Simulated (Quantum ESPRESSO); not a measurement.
# MgS (Niningerite): energy-loss spectrum with PBEsol

MgS (Niningerite):

```
S Mg
1.0
     0.00000    2.66926    2.66926
     2.66926    0.00000    2.66926
     2.66926    2.66926    0.00000
S Mg
1 1
Cartesian
  2.6693 2.6693 2.6693
  0.0000 0.0000 0.0000
```

The cell isn't the ideal one: volume scaled by 1.08.

```
Program             : Quantum ESPRESSO 7.5
Task                : energy-loss spectrum
Functional          : PBEsol
Potentials or basis : PseudoDojo 0.4.1 SR PBEsol standard
Cutoff              : 1143 eV
Density cutoff      : 4572 eV
k mesh              : 4 × 4 × 4, shifted
Occupations         : fermi-dirac, width 0.05 eV
Spin                : no spin polarisation
Iterations          : 200
Mixing beta         : 0.5
Most SCF iterations : 120
SCF threshold       : 4e-10 Ry
```

```
Pressure                         : -5.8 GPa
Peak of the energy-loss function : 21.6 eV
```

Levels at points of the mesh, in eV from the valence-band top:
```
           k point  band 5  band 6  band 7  band 8  band 9  band 10  band 11  band 12
(0.12, 0.12, 0.12)  -12.04   -0.94    0.00    0.00    3.95     7.58     8.17     8.17
```

Energy-loss function at q = [0.70711, 0.70711, 0.0] (Å⁻¹, cartesian):
```json
{"energy (eV)": "0.0", "loss": "0.000"}
{"energy (eV)": "1.8", "loss": "0.004"}
{"energy (eV)": "3.4", "loss": "0.007"}
{"energy (eV)": "5.2", "loss": "0.014"}
{"energy (eV)": "7.0", "loss": "0.034"}
{"energy (eV)": "8.6", "loss": "0.182"}
{"energy (eV)": "10.4", "loss": "0.343"}
{"energy (eV)": "12.2", "loss": "0.467"}
{"energy (eV)": "13.8", "loss": "0.585"}
{"energy (eV)": "15.6", "loss": "0.752"}
{"energy (eV)": "17.4", "loss": "0.983"}
{"energy (eV)": "19.0", "loss": "1.244"}
{"energy (eV)": "20.8", "loss": "1.507"}
{"energy (eV)": "22.4", "loss": "1.484"}
{"energy (eV)": "24.2", "loss": "1.081"}
{"energy (eV)": "26.0", "loss": "0.635"}
{"energy (eV)": "27.6", "loss": "0.376"}
{"energy (eV)": "29.4", "loss": "0.211"}
{"energy (eV)": "31.2", "loss": "0.125"}
{"energy (eV)": "32.8", "loss": "0.083"}
{"energy (eV)": "34.6", "loss": "0.057"}
{"energy (eV)": "36.4", "loss": "0.043"}
{"energy (eV)": "38.0", "loss": "0.036"}
{"energy (eV)": "39.8", "loss": "0.032"}
```

Run time: 8.6 min on 1 thread of Arm Neoverse V1, with other jobs on the host, peak memory 0.61 GiB.

Caveat: the k mesh is coarse; the Lanczos chain is short for so many electrons, so humps in the spectrum may be artefacts.
